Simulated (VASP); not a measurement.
Write the native input for VASP 6.6.1 that does the following.

```yaml
Task: relaxation of cell and atoms
Functional: PBE
Potentials_or_basis: VASP PAW PBE potentials, release 64 (Ag, Br)
Cutoff: 600 eV
k_mesh: 8 × 8 × 8
Occupations: gaussian, width 0.02 eV
Spin: no spin polarisation
Dipole_correction: no
Further_INCAR_settings: ALGO = Fast; EDIFF = 1e-06; IBRION = 2; EDIFFG = -0.01; NSW = 100; ISIF = 3
```

The structure of AgBr lies in POSCAR:

```
AgBr
1.0
    0.0000000000      2.8921694800      2.8921694800
    2.8921694800      0.0000000000      2.8921694800
    2.8921694800      2.8921694800      0.0000000000
Ag Br
1 1
Direct
    0.0000000000      0.0000000000      0.0000000000
    0.5000000000      0.5000000000      0.5000000000
```

The cell is a database's computed one.

These files were run (other wordings do the same):

INCAR

```
SYSTEM = AgBr
PREC     = Accurate       ! precision mode
ENCUT    = 600            ! plane-wave cutoff, eV
EDIFF    = 1E-6           ! SCF threshold, eV
ISMEAR   = 0              ! smearing method
SIGMA    = 0.02           ! smearing width, eV
LREAL    = .FALSE.        ! projectors in reciprocal space
LASPH    = .TRUE.         ! aspherical terms in the spheres
NELM     = 60             ! most SCF steps
ALGO     = Fast           ! electronic algorithm
ISIF     = 3              ! what is computed and relaxed
LWAVE    = .FALSE.        ! write WAVECAR
LCHARG   = .FALSE.        ! write CHGCAR
GGA      = PE             ! functional
IBRION   = 2              ! ionic algorithm
NSW      = 100            ! ionic steps
EDIFFG   = -0.01          ! ionic threshold
```

KPOINTS

```
Automatic mesh
0
G
  8 8 8
  0 0 0
```

Potentials or basis: VASP PAW PBE potentials, release 64 (Ag, Br).

Run with:

```bash
$ cat potpaw_PBE.64/Ag/POTCAR potpaw_PBE.64/Br/POTCAR > POTCAR
$ mpirun -np 1 vasp_std > vasp.out
```

Results of the run:

```yaml
Relaxed_volume: 24.91 Å³/atom
Relaxed_cell: a = 4.130 Å, b = 4.130 Å, c = 4.130 Å, α = 60.00°, β = 60.00°, γ = 60.00°
Space_group_after_relaxing_to_0.05_Å: Fm-3m (No. 225)
Energy_gained_by_relaxing: 2.4 meV/atom
Ionic_steps: 3
Pressure_after_relaxing: -0.1 GPa
Band_gap_on_the_k_mesh: 0.69 eV, indirect (least direct gap 2.44 eV)
```

Wall time 29 s on 1 thread of Intel(R) Xeon(R) Platinum 8559C (Emerald Rapids), on a shared host, peak memory 0.22 GiB.
